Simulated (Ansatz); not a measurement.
TiNi:

```
CELL_PARAMETERS angstrom
3.82195 0.00000 0.00000
0.00000 3.82195 0.00000
0.00000 0.00000 3.63625
ATOMIC_POSITIONS crystal
Ni 0.00000 0.00000 0.00000
Ni 0.50000 0.50000 0.00000
Ti 0.50000 0.00000 0.51920
Ti 0.00000 0.50000 0.48080
```

The cell comes from a database or a generator and needn't be the stable form of this composition.

Base run:

```yaml
Program: Ansatz 0.2.0
Functional: PBEsol
Potentials_or_basis: Ansatz PAW
Cutoff: 420 eV
Density_cutoff: 1680 eV
k_mesh: 7 × 7 × 7
Occupations: fermi-dirac, width 0.05 eV
Spin: collinear spin, ferromagnetic start
Starting_moments: "[1.0, 1.0, 1.0, 1.0] μB"
```

Its results: band gap on the k mesh none (metal or under the smearing width); net moment 0.00 μB per cell; largest force 0.100 eV/Å.

Question: The run is repeated on the same cell with these changes: functional from PBEsol to HSE06; k mesh from 7 × 7 × 7 to 4 × 4 × 4. What comes out?

Answer: Band gap on the k mesh none (metal or under the smearing width); net moment 1.28 μB per cell; site moments Ni +0.56; Ti +0.18 μB; largest force 0.136 eV/Å.

Several settings changed at once, so the effect can't be laid on one alone.

Caveats: some runs use coarse meshes; the PAW data sets come from PBE, with cores solved anew for the run's functional, which leaves a small shift of forces and pressure; the magnetic or orbital state may not be the lowest (some runs); the density of states is complete only up to the lowest level of the last band computed (some runs).

Not every run made on this cell is shown here.
